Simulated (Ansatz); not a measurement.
Relaxed ZnTe (zinc blende):

```
ZnTe
1.0
    0.00000     3.08955     3.08955
    3.08955     0.00000     3.08955
    3.08955     3.08955     0.00000
Te Zn
1 1
Direct
  0.75000   0.75000   0.75000
  0.00000   0.00000   0.00000
```

Scan: atom 1 (Te, nearest neighbour Zn at 2.676 Å; its periodic images, 4.4 Å or more away, move with it) is displaced along Cartesian x, direction (1.000, 0.000, 0.000) in Cartesian axes, by s. The other atoms stay.

These are PBE (plane waves to 420 eV, PAW, scalar-relativistic; Ansatz, a first-principles code) values and carry that method's errors. k mesh 8×8×8 (Γ-centred), Fermi-Dirac smearing 0.05 eV. E stands for the smeared free energy. Stress and pressure are positive under compression. Spin-orbit coupling is left out, though Te is heavy. ZnTe was relaxed with its symmetry unable to fall. The zero of ΔE is the undisplaced structure.

Question: What ΔE (eV/cell) and P (GPa) does the calculation give at s (Å) = -0.270, -0.108, 0.054, 0.162, 0.270?

Answer: 
| s (Å) | ΔE (eV/cell) | P (GPa) |
|---|---|---|
| -0.270 | 0.1614 | 1.24 |
| -0.108 | 0.0262 | 0.21 |
| 0.054 | 0.0066 | 0.06 |
| 0.162 | 0.0587 | 0.46 |
| 0.270 | 0.1614 | 1.24 |

(For displaced atoms, the force is minus the slope of the energy, and its curvature is a force constant, which sets phonon frequencies.)
